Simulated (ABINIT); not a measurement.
Runs of ABINIT 10.8.3 (patched build) on HfB2. It takes space group P6/mmm (No. 191, hexagonal). The conventional cell has a = 3.140 Å, b = 3.140 Å, c = 3.480 Å, α = 90.00°, β = 90.00°, γ = 120.00°. Around Hf (site symmetry 6/mmm) lie 12 B at 2.51 Å. B (site symmetry -6m2) is surrounded by 3 B at 1.81 Å. 

| task | level | potentials or basis | cell | k mesh | cutoff (eV) | cell freedom (optcell) | cutoff smearing ecutsm (Ha) | optimiser (ionmov) | force stop (Ha/bohr) | fine-grid cutoff | gap on the mesh (eV) | pressure (GPa) | relaxed volume (Å³/atom) |
| --- | --- | --- | --- | --- | --- | --- | --- | --- | --- | --- | --- | --- | --- |
| relaxation of cell and atoms | PBE | JTH PAW PBE v2.0 | relaxed | 10 × 10 × 8 | 517 | 2 | 0.5 | 2 | 0.0001 | 1034.03 eV | none | 0.0 | (a) |
| single point | PBE | PseudoDojo NC SR PBE v0.4.1 standard | as given | 8 × 8 × 6 | 762 | - | - | - | - | - | none | 0.8 | - |
| relaxation of cell and atoms | PBE+D3(BJ) | JTH PAW PBE v2.0 | relaxed | 10 × 10 × 8 | 517 | 2 | 0.5 | 2 | 0.0001 | 1034.03 eV | none | 0.0 | 9.73 |
| relaxation of cell and atoms | PBE+D3 | JTH PAW PBE v2.0 | relaxed | 10 × 10 × 8 | 517 | 2 | 0.5 | 2 | 0.0001 | 1034.03 eV | none | 0.0 | 9.81 |

Alike in all rows: no spin polarisation; smearing fermi-dirac 0.05 eV.

**Question.** Fill in the values left out.

**Answer.** (a) 9.96.

Caveats: pairwise dispersion overbinds metals, which lowers pressure and volume (some runs); the atomic spheres overlap (some runs).

A k mesh can miss the band edges, and the runs leave out spin-orbit coupling on Hf.

A gap of «none» marks a metal or a gap under the smearing width.
